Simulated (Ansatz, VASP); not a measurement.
## Two plane-wave programs on AlN

The input INCAR:

```
SYSTEM = AlN
PREC     = Accurate       ! precision mode
ENCUT    = 520            ! plane-wave cutoff, eV
EDIFF    = 1E-7           ! SCF threshold, eV
ISMEAR   = 0              ! smearing method
SIGMA    = 0.02           ! smearing width, eV
LREAL    = .FALSE.        ! projectors in reciprocal space
LASPH    = .TRUE.         ! aspherical terms in the spheres
NELM     = 100            ! most SCF steps
ALGO     = Normal         ! electronic algorithm
ISIF     = 2              ! what is computed and relaxed
LWAVE    = .FALSE.        ! write WAVECAR
LCHARG   = .FALSE.        ! write CHGCAR
GGA      = PE             ! functional
NBANDS   = 16             ! bands
```

Contents of KPOINTS:

```
Automatic mesh
0
G
  8 8 6
  0 0 0
```

File POSCAR:

```
AlN
1.0
    2.2676347185      2.2676347185      0.0000000000
   -2.2676347185      2.2676347185      0.0000000000
    0.0000000000      0.0000000000      4.5352694371
Al N
2 2
Direct
    0.0000000000      0.0000000000      0.0000000000
    0.5000000000      0.5000000000      0.5000000000
    0.5000000000      0.0000000000      0.2500000000
    0.0000000000      0.5000000000      0.7500000000
```

Input for Ansatz:

```yaml
crystal:
  lattice:
    - [2.2676347185, 2.2676347185, 0.0]
    - [-2.2676347185, 2.2676347185, 0.0]
    - [0.0, 0.0, 4.5352694371]
  atoms:
    - { symbol: Al, position: [0.0, 0.0, 0.0] }
    - { symbol: Al, position: [0.5, 0.5, 0.5] }
    - { symbol: "N", position: [0.5, 0.0, 0.25] }
    - { symbol: "N", position: [0.0, 0.5, 0.75] }
basis:
  ecutwfc: 420
kpoints:
  mp_grid: { grid: [8, 8, 6] }
hamiltonian:
  xc: pbe
scf:
  occupations: { method: gaussian, width: 0.02 }
output:
  forces: true
  stress: true
  eigenvalues: true
```

Change from the starting cell: equal strain along all axes, cell held, atoms relaxed: +3.0 %.

Alike in both runs: task single point; functional PBE; k mesh 8 × 8 × 6; occupations gaussian, width 0.02 eV; no spin polarisation.

|  | VASP | Ansatz |
| --- | --- | --- |
| version | VASP 6.6.1 | Ansatz 0.2.0 |
| potentials or method | VASP PAW PBE potentials, release 64 (Al, N) | scalar-relativistic, plane waves, PAW |
| plane-wave cutoff (eV) | 520 | 420 |
| valence electrons in the cell | 16 | 16 |

```tsv
	VASP	Ansatz	Ansatz less VASP
gap on the k mesh at the Fermi level (eV)	3.23	3.23	-0.004
least direct gap on the mesh (eV)	3.23	3.23	-0.004
pressure (GPa)	-14.6	-14.3	+0.26
```

The functional is the same, so the differences come from potentials, cutoffs and numerics.

A k mesh can miss the band edges.
